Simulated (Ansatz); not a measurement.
# Calculated records

Quasiparticle gap of ZnSe (Stilleite). The structure is cubic, space group F-43m (No. 216). Conventional cell: a = 5.668 Å, b = 5.668 Å, c = 5.668 Å, α = 90.00°, β = 90.00°, γ = 90.00°. Nearest to Zn lie 4 Se at 2.45 Å. Nearest to Se lie 4 Zn at 2.45 Å. Farther neighbours and most contacts between anions are not listed. The calculation used G0W0 on HSE06, plane waves, PAW (and 1 further level or step) in Ansatz 0.2.0, with cutoff 420 eV, 6×6×6 k-mesh, default PAW, empty bands 135, screening cutoff 120 eV, screening contour deformation, QP bands (v2, c2) in one of its runs. The HSE06 gap over mesh and listed points is 2.437 eV, direct, at k = Γ, the G0W0@HSE06 gap over 9 of 16 irreducible mesh points is 2.943 eV, direct, at k = Γ and the GW settings are 6×6×6 mesh, 135 empty bands, screening to 120 eV. The known limits are finite bands, screening cutoff and k mesh; no spin-orbit coupling in G0W0; d shells not analysed. It took 2 runs, 56 s in all on 1 × NVIDIA H100 80GB HBM3 (shared by 6 runs) with 3 threads of AMD EPYC 7R13 (Zen 3), shared host (the runs of this entry). Over 9 of 16 irreducible mesh points the G0W0 gap is 2.943 eV, direct, at k = Γ. The HSE06 gap of this run on the mesh is 2.415 eV. The two states that bound the G0W0 gap lie that far apart at the start, so the correction of the gap is 2.943 − 2.415 = +0.528 eV. The valence state moves by 5.773 − 6.135 = −0.362 eV and the conduction state by 8.716 − 8.551 = +0.165 eV, on the run's own scale; how far single levels stand from their limit in bands is not shown. In doubt: masses and optical values from hybrid runs of this build are listed as unsure (in some of the runs), which bears on the screening that GW takes from such a start. The cell and positions come from the Crystallography Open Database and are kept as given unless a step says otherwise. Limits: no spin-orbit coupling. The differences hold parts that these runs do not separate: finite bands, cutoffs and mesh, points of the zone that were not corrected, the start of G0W0, spin-orbit coupling missing from it, static nuclei, no electron-hole attraction, and what each experiment reads as the gap. How much each gives is not known from the steps shown.

[Runs of the session that timed out or met a known fault of the program may be left out.]

[Cells called generated may have been cut or substituted from an entry of the Crystallography Open Database or the Materials Project.]

[Hosts, paths, dates, database ids (printed as entryN), source tags and the programs' standing remarks are cut or masked in the printed files.]
